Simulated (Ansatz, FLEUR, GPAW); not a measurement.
One calculation of BaZrO3, 4 ways

```xyz
5
Lattice="4.1913 0.0000 0.0000 0.0000 4.1913 0.0000 0.0000 0.0000 4.1913" Properties=species:S:1:pos:R:3 pbc="T T T"
Ba    0.0008    0.0326   -0.0311
Zr    2.0979    2.1304    2.0616
O     2.0656    2.1006    0.0020
O     2.0720    0.0065    2.1233
O    -0.0244    2.1208    2.1151
```

Atoms were shifted at random by some hundredths of an Å from the given cell, which wasn't relaxed again for these runs.

Alike in all runs: task single point; functional PBEsol; k mesh 6 × 6 × 6; occupations fermi-dirac, width 0.05 eV; no spin polarisation; no spin-orbit coupling. Pressure is positive in compression and, in plane waves, holds the error of the finite cutoff, which Ansatz's Pulay term estimates and takes out.

| program and potentials | plane-wave cutoff (eV) | notes | band gap (eV) | pressure (GPa) | largest force (eV/Å) | energy over the undisturbed cell (meV/atom) |
| --- | --- | --- | --- | --- | --- | --- |
| Ansatz, Ansatz PAW | 420 | potentials made for PBE, which Ansatz adapts in part; Pulay term of +0.54 GPa included | 3.18 | -1.11 | 0.281 | 1.59 |
| FLEUR, all-electron, FLAPW | - | - | 3.18 | - | 0.274 | 1.56 |
| GPAW, PAW data sets generated for this functional | 800 | - | 3.14 | -1.41 | 0.255 | - |
| Ansatz, all-electron LAPW, scalar-relativistic | - | - | 3.18 | -1.12 | 0.278 | - |

Force on atom 2 (Zr), eV/Å:

| program and potentials | x | y | z |
| --- | --- | --- | --- |
| Ansatz, Ansatz PAW | -0.136 | -0.139 | 0.203 |
| FLEUR, all-electron, FLAPW | -0.133 | -0.135 | 0.198 |
| GPAW, PAW data sets generated for this functional | -0.122 | -0.121 | 0.188 |
| Ansatz, all-electron LAPW, scalar-relativistic | -0.135 | -0.137 | 0.201 |

The band gap spans 3.14 (GPAW, PAW data sets generated for this functional) to 3.18 eV (Ansatz, Ansatz PAW), with all-electron results at 3.18. The pressure spans -1.41 (GPAW, PAW data sets generated for this functional) to -1.11 GPa (Ansatz, Ansatz PAW), with all-electron results at -1.12. The gap is indirect and read on the mesh alone.

The functional is the same throughout but for its coding, so the spread measures potentials, basis and numerics; runs on potential files found faulty are left out.
